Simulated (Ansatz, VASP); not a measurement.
# One calculation of Pt, two programs

File INCAR:

```
SYSTEM = Pt
PREC = Accurate ; ENCUT = 600
EDIFF = 1E-7 ; ISMEAR = -1
SIGMA = 0.1 ; LREAL = .False.
LASPH = .True. ; NELM = 80
ALGO = Normal ; ISIF = 3
LWAVE = .False. ; LCHARG = .False.
GGA = B5 ; ALDAX = 1.0
AGGAX = 1.0 ; AGGAC = 1.0
ALDAC = 0.0 ; IBRION = 2
NSW = 80 ; EDIFFG = -0.01
```

File KPOINTS:

```
Automatic mesh
0
Gamma
  14 14 14
  0 0 0
```

Contents of POSCAR:

```
Pt
1.0
   -1.5568832667      1.5568832667      1.5568832667
    1.5568832667     -1.5568832667      1.5568832667
    1.5568832667      1.5568832667     -1.5568832667
Pt
1
Direct
    0.0000000000      0.0000000000      0.0000000000
```

Input for Ansatz:

```yaml
crystal:
  lattice:
    - [-1.5568832667, 1.5568832667, 1.5568832667]
    - [1.5568832667, -1.5568832667, 1.5568832667]
    - [1.5568832667, 1.5568832667, -1.5568832667]
  atoms:
    - { symbol: Pt, position: [0.0, 0.0, 0.0] }
hamiltonian:
  xc: blyp
  pseudopotentials:
    kind: paw
    azcp:
      Pt: "pseudopotentials/Pt.paw.azcp"
basis:
  ecutwfc: 420
  fft_grid_basis: typed
kpoints:
  mp_grid: { grid: [14, 14, 14], shift: [0, 0, 0] }
magnetization:
  spin_polarized: false
scf:
  occupations: { method: fermi_dirac, width: 0.1 }
relax:
  max_steps: 60
  f_tol: 0.01
  cell: {}
```

The cell was built by a generator and needn't be a form met in nature.

Alike in both runs: task relaxation of cell and atoms; functional BLYP; k mesh 14 × 14 × 14; occupations fermi-dirac, width 0.1 eV; no spin polarisation.

|  | VASP | Ansatz |
| --- | --- | --- |
| version | VASP 6.6.1 | Ansatz 0.2.0 |
| potentials or method | VASP PAW PBE potentials, release 64 (Pt) | plane waves (420 eV) with PAW, scalar-relativistic |
| plane-wave cutoff (eV) | 600 | 420 |
| valence electrons in the cell | 10 | 18 |

VASP gave:

```
relaxed volume (Å³/atom)                                     : 16.94
relaxed cell length with the largest relative difference (Å) : 2.802
energy change over the relaxation (meV/atom)                 : -153
```

Q: Which values does Ansatz return?

A: Relaxed volume (Å³/atom): 16.86; relaxed cell length with the largest relative difference (Å): 2.798; energy change over the relaxation (meV/atom): -139.

The two sets of potentials don't hold the same shells in valence.

Caveats: the PAW data sets were made with another functional, which shifts forces and pressure a little (VASP). Spin-orbit coupling is left out, which matters for the levels of Pt.
